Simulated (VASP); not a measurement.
SrO (strained measured structure): one PBE single-point calculation in two programs

```
CELL_PARAMETERS angstrom
0.00000 2.42742 2.57989
2.42742 0.00000 2.57989
2.42742 2.42742 0.00000
ATOMIC_POSITIONS crystal
Sr 0.50000 0.50000 0.50000
O 0.00000 0.00000 0.00000
```

Each program uses its own PAW datasets. VASP's cell holds 16 valence electrons and Ansatz's 16. Ansatz's stress includes a Pulay correction; VASP's doesn't.

Cutoffs: 520 eV in VASP, 420 eV in Ansatz. k meshes: 8×8×8 and 8×8×8.

|  | VASP | Ansatz |
| --- | --- | --- |
| gap between bands v and c | 2.95 eV | 3.00 eV |
| least direct gap | 2.95 eV | 3.00 eV |
| pressure | 18.6 GPa | 17.6 GPa |

Band v is the last that the valence electrons fill when counted band by band, and c is the next. Levels in eV from the top of v, Ansatz:

```json
{"point": "Γ", "v−1": "-0.08", "v": "-0.08", "c": "4.55", "c+1": "5.99"}
{"point": "X", "v−1": "-0.17", "v": "0.00", "c": "3.00", "c+1": "8.50"}
{"point": "K", "v−1": "-0.78", "v": "-0.75", "c": "5.01", "c+1": "8.42"}
{"point": "L", "v−1": "-1.54", "v": "-1.54", "c": "6.89", "c+1": "9.12"}
{"point": "W", "v−1": "-0.75", "v": "-0.32", "c": "6.28", "c+1": "6.45"}
```

VASP:

```csv
point,v−1,v,c,c+1
Γ,-0.06,-0.06,4.53,5.95
X,-0.19,0.00,2.95,8.46
K,-0.79,-0.77,4.99,8.41
L,-1.56,-1.56,6.86,9.19
W,-0.77,-0.34,6.26,6.44
```
